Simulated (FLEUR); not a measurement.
**HfO2: equation of state with PBEsol**

HfO2:

```
CELL_PARAMETERS angstrom
0.00000 2.55750 2.55750
2.55750 0.00000 2.55750
2.55750 2.55750 0.00000
ATOMIC_POSITIONS crystal
Hf 0.00000 0.00000 0.00000
O 0.75000 0.75000 0.75000
O 0.25000 0.25000 0.25000
```

Measurements of this composition are mostly on another form, of space group No. 14.

* Program: FLEUR MaX-R8.1 (later development tree)
* Task: equation of state
* Functional: PBEsol
* Potentials or basis: all-electron
* Basis: FLAPW
* Kmax: 5 1/bohr
* k mesh: 9 × 9 × 9
* Occupations: fermi-dirac, width 0.05 eV
* Spin: no spin polarisation
* Gmax: 15.5 1/bohr
* Muffin-tin radii: Hf 2.32, O 1.44 bohr
* lmax: Hf 10, O 8
* lnonsphr: Hf 10, O 8
* Local orbitals a species: Hf 4, O 3

The equilibrium volume is 10.69 Å³/atom. The bulk modulus is 267 GPa. The pressure derivative of the bulk modulus is 4.3 (rough: it moves with the points fitted).

Energy against volume, from the lowest point:
| volume (Å³/atom) | energy (meV/atom) |
| --- | --- |
| 10.483 | 3.37 |
| 10.706 | 0.00 |
| 10.929 | 4.10 |
| 11.152 | 15.23 |
| 11.375 | 32.49 |
| 11.598 | 55.35 |
| 11.821 | 82.96 |

Spin-orbit coupling is left out, which matters for the levels of Hf.
